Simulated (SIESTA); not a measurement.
BP:

```xyz
2
Lattice="0.0000 2.2690 2.2690 2.2690 0.0000 2.2690 2.2690 2.2690 0.0000" Properties=species:S:1:pos:R:3 pbc="T T T"
P     3.4035    3.4035    3.4035
B     0.0000    0.0000    0.0000
```

Base run:

| Quantity | Value |
| --- | --- |
| Program | SIESTA 5.4.2 |
| Functional | PBE |
| Potentials or basis | PseudoDojo 0.4 standard (PBE files) |
| Basis | DZP (energy shift 0.003 Ry) |
| Grid cutoff | 500 Ry |
| Energy shift | 0.003 Ry |
| k mesh | 10 × 10 × 10 |
| Occupations | fermi-dirac, width 0.05 eV |
| Spin | no spin polarisation |

Its results: band gap on the k mesh 1.28 eV, indirect (least direct gap 3.42 eV); pressure 4.4 GPa.

Question: The run is repeated on the same cell with these changes: functional from PBE to BLYP. What comes out?

Answer: Band gap on the k mesh 1.54 eV, indirect (least direct gap 3.59 eV); pressure 10.8 GPa.

BLYP binds less tightly than PBE, so the same cell stands under more pressure.

Caveats: the basis of atomic orbitals isn't converged, which shifts pressures, moduli and gaps; the potentials were made for another functional, which shifts forces and pressure (some runs).

Not every run made on this cell is shown here.
